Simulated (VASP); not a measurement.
## A VASP 6.6.1 single-point calculation on LiF

INCAR

```
NELM = 64
NBANDS = 12
LWAVE = .FALSE.
ALGO = Normal
SIGMA = 0.3
LASPH = .TRUE.
PREC = Accurate
NSW = 0
EDIFF = 1E-7
METAGGA = MBJ
ISIF = 2
ENCUT = 520
ISMEAR = 0
LREAL = .FALSE.
LCHARG = .FALSE.
IBRION = -1
```

KPOINTS

```
KPOINTS created by Atomic Simulation Environment
0
Gamma
10 10 10
0 0 0
```

POSCAR

```
Li F
 1.0000000000000000
     0.0000000000000000    1.9948717375364053    1.9948717375364053
     1.9948717375364053    0.0000000000000000    1.9948717375364053
     1.9948717375364053    1.9948717375364053    0.0000000000000000
 Li  F
   1   1
Cartesian
  0.0000000000000000  0.0000000000000000 -0.0000000000000000
  1.9948717375364053  1.9948717375364053  1.9948717375364053
```

The recommended PBE PAW datasets give the neutral cell 10 valence electrons.

Command

```
mpirun -np 1 vasp_std
```

OSZICAR

```
N       E                     dE             d eps       ncg     rms          rms(c)
DAV:   1     0.490109569369E+02    0.49011E+02   -0.53497E+03  1172   0.842E+02
DAV:   2     0.976661443044E+01   -0.39244E+02   -0.38376E+02  1360   0.185E+02
DAV:   3     0.873066694584E+01   -0.10359E+01   -0.10334E+01  1432   0.263E+01
DAV:   4     0.871950879090E+01   -0.11158E-01   -0.11157E-01  1300   0.291E+00
DAV:   5     0.871939124051E+01   -0.11755E-03   -0.11755E-03  1428   0.230E-01    0.321E+00
DAV:   6     0.718957272307E+01   -0.15298E+01   -0.79600E+00  1140   0.266E+01    0.268E+00
DAV:   7     0.808324122504E+01    0.89367E+00   -0.54846E-01  1276   0.627E+00    0.158E+00
DAV:   8     0.901611161767E+01    0.93287E+00   -0.47775E-01  1448   0.591E+00    0.988E-01
DAV:   9     0.900581283183E+01   -0.10299E-01   -0.38808E-01  1248   0.412E+00    0.107E+00
DAV:  10     0.118814905534E+02    0.28757E+01   -0.71443E-01  1280   0.698E+00    0.987E-01
...
DAV:  47     0.111852956589E+02   -0.70448E-06   -0.88358E-12   576   0.278E-05    0.667E-06
DAV:  48     0.111852904676E+02   -0.51913E-05   -0.36974E-12   576   0.210E-05    0.146E-06
DAV:  49     0.111852878817E+02   -0.25859E-05   -0.51325E-12   576   0.156E-05    0.113E-06
DAV:  50     0.111852859600E+02   -0.19217E-05   -0.11153E-12   576   0.898E-06    0.156E-07
DAV:  51     0.111852868277E+02    0.86769E-06    0.67182E-15   576   0.723E-06    0.161E-06
DAV:  52     0.111852855700E+02   -0.12577E-05   -0.56028E-13   572   0.492E-06    0.529E-07
DAV:  53     0.111852851785E+02   -0.39153E-06   -0.10570E-12   564   0.379E-06    0.129E-07
DAV:  54     0.111852848051E+02   -0.37338E-06   -0.11316E-12   564   0.198E-06    0.216E-07
DAV:  55     0.111852847922E+02   -0.12927E-07    0.95520E-13   564   0.131E-06
   1 F= 0.11185285E+02 E0= 0.11185285E+02  d E =-.657837E-11
```

Standard output (part)

```
POSCAR found type information on POSCAR LiF
 POSCAR found :  2 types and       2 ions
 LDA part: xc-table for (None), standard interpolation
 POSCAR, INCAR and KPOINTS ok, starting setup
 WAVECAR not read
 entering main loop
```

It converged. Results: gap between bands v and c on the k mesh 12.84 eV; least direct gap on the k mesh 12.84 eV. Band v is the last that the valence electrons fill when counted band by band, and c is the next.

The MBJ potential has no energy functional, so only its levels carry meaning.

For comparison, a separate r²SCAN run of the intended cell, on usual settings and not on those above, gives a gap of 10.55 eV on its mesh and a pressure of -0.8 GPa.

The run above took about 33 s on one core of a shared host (Intel Xeon Platinum 8488C) and held 0.14 GiB at most.
